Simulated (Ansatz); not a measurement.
# TiMoSe3: the cost of one run

Program: Ansatz 0.2.0. Level of theory: DFT PBE, scalar-relativistic, plane waves, PAW. These are calculated values, not measurements.

1 further run of the same task is left out (set aside as unsound or not needed).

## (1) Starting point

The structure is tetragonal, space group P4mm (No. 99). Conventional cell: a = 4.944 Å, b = 4.944 Å, c = 5.909 Å, α = 90.00°, β = 90.00°, γ = 90.00°. Around Ti (site symmetry 4mm) lie 5 Se at 2.24 to 2.59 Å. Mo (site symmetry 4mm) is surrounded by 4 Se at 2.62 Å. Around Se (site symmetry 2mm) lie 2 Ti at 2.59 Å and 2 Mo at 2.62 Å. Around Se (site symmetry 4mm) lie 1 Ti at 2.24 Å.

Coordinates:

```cif
data_structure
_symmetry_space_group_name_H-M 'P 1'
_symmetry_Int_Tables_number 1
_cell_length_a 4.9444
_cell_length_b 4.9444
_cell_length_c 5.9093
_cell_angle_alpha 90.000
_cell_angle_beta 90.000
_cell_angle_gamma 90.000
_cell_volume 144.47
loop_
_atom_site_label
_atom_site_type_symbol
_atom_site_fract_x
_atom_site_fract_y
_atom_site_fract_z
_atom_site_occupancy
Ti1 Ti 0.00000 0.00000 0.46647 1
Mo1 Mo 0.50000 0.50000 0.74174 1
Se1 Se 0.00000 0.50000 0.59716 1
Se2 Se 0.50000 0.00000 0.59716 1
Se3 Se 0.00000 0.00000 0.08750 1
```

The cell was relaxed beforehand at this level, from a database cell with other species swapped in; it needn't be the stable form of this composition. At a tolerance of 0.05 Å it has space group P4mm (No. 99); it has 28.89 Å³/atom, an uncorrected energy of -0.15 eV/atom over the elements.

## (2) Electronic structure at the relaxed geometry

The input, input.yaml:

```yaml
crystal:
  lattice:
    - [4.9444195627, 0.0, 0.0]
    - [0.0, 4.9444195627, 0.0]
    - [0.0, 0.0, 5.9092942164]
  atoms:
    - { symbol: Ti, position: [0.0, 0.0, 0.466466285], spin: 0.16 }
    - { symbol: Mo, position: [0.5, 0.5, 0.7417362174], spin: 2.85 }
    - { symbol: Se, position: [0.0, 0.5, 0.5971593287] }
    - { symbol: Se, position: [0.5, 0.0, 0.5971593287] }
    - { symbol: Se, position: [0.0, 0.0, 0.0875006002] }
basis:
  ecutwfc: 420
kpoints:
  mp_grid: { grid: [8, 8, 6] }
  band_path:
    path:
      - [[0.0, 0.0, 0.0], [0.0, 0.5, 0.0], [0.5, 0.5, 0.0], [0.0, 0.0, 0.0], [0.0, 0.0, 0.5], [0.0, 0.5, 0.5], [0.5, 0.5, 0.5], [0.0, 0.0, 0.5]]
      - [[0.0, 0.5, 0.0], [0.0, 0.5, 0.5]]
      - [[0.5, 0.5, 0.0], [0.5, 0.5, 0.5]]
    npoints: 14
hamiltonian:
  xc: pbe
scf:
  occupations: { method: gaussian, width: 0.1 }
  n_extra_bands: 12
output:
  forces: true
  stress: true
  eigenvalues: true
  populations: true
  dos: { projected: true, de: 0.02, nscf_kmesh: { grid: [10, 10, 8] } }
  bader: true
magnetization:
  spin_polarized: true
checkpoint:
  read: start.run
  write: ck
  compress: false
  write_wavefunctions: false
  write_every: 100000
```

Launch:

```
$ ansatz run input.yaml --threads 1 --pin off --max-ram 2560MiB --backend cpu --events-out ev --progress --plain --runs-dir out
```

Q: Estimate wall time and peak memory on 1 thread of AMD EPYC 9R45 (Zen 5), shared host.

About 2.1 min, with a peak of 1 GiB.
